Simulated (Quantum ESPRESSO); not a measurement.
The system is SnSe2.

```
CELL_PARAMETERS angstrom
3.81100 0.00000 0.00000
-1.90550 3.30042 0.00000
0.00000 0.00000 6.13600
ATOMIC_POSITIONS crystal
Sn 0.00000 0.00000 0.00000
Se 0.66667 0.33333 0.75100
Se 0.33333 0.66667 0.24900
```

* Program: Quantum ESPRESSO 7.5
* Task: Wannier functions
* Functional: PBEsol
* Potentials or basis: GBRV 1.5 PBEsol
* Cutoff: 925 eV
* Density cutoff: 7401 eV
* k mesh: 8 × 8 × 5
* Occupations: fermi-dirac, width 0.05 eV
* Spin: no spin polarisation
* Mixing beta: 0.5
* Most SCF iterations: 120
* SCF threshold: 6e-10 Ry
* k mesh for the Wannier functions: 5 × 5 × 3
* Projections: Sn sp, Se sp

Start: atomic projections with disentanglement, frozen window up to 3.4 eV over the reference level; the lowest 5 bands are left out. The reference level is the Fermi level, or the middle of the gap.

Task: With atomic projections with disentanglement, how many functions result, how localised are they, and how well do they interpolate the bands?

Result: 12 functions with spreads from 1.31 to 1.99 Å², 18.3 Å² in all; they miss the direct bands by 15 meV (root mean square).

Wannier functions:
| function | nearest atom | distance (Å) | spread (Å²) | on-site energy from the reference level (eV) |
| --- | --- | --- | --- | --- |
| 1 | 1 Sn | 0.63 | 1.95 | -0.05 |
| 2 | 1 Sn | 0.63 | 1.99 | 0.03 |
| 3 | 1 Sn | 0.63 | 1.95 | -0.05 |
| 4 | 1 Sn | 0.63 | 1.95 | -0.05 |
| 5 | 2 Se | 0.50 | 1.32 | -3.87 |
| 6 | 2 Se | 0.59 | 1.31 | -3.24 |
| 7 | 2 Se | 0.59 | 1.31 | -3.24 |
| 8 | 2 Se | 0.59 | 1.31 | -3.24 |
| 9 | 3 Se | 0.50 | 1.31 | -3.93 |
| 10 | 3 Se | 0.59 | 1.31 | -3.23 |
| 11 | 3 Se | 0.59 | 1.31 | -3.23 |
| 12 | 3 Se | 0.59 | 1.31 | -3.23 |

Parts of the spread (Å²): invariant 15.13, diagonal 0.021, off-diagonal 3.16, total 18.31. Against the direct bands the interpolation misses by 15 meV (root mean square) and 59 meV at most, for states up to 1 eV over the reference level.

Caveat: spin-orbit coupling is left out, which moves the levels of the heavy elements; the Wannier minimisation didn't converge; the mesh misses the band edges, which the band path finds closer together.
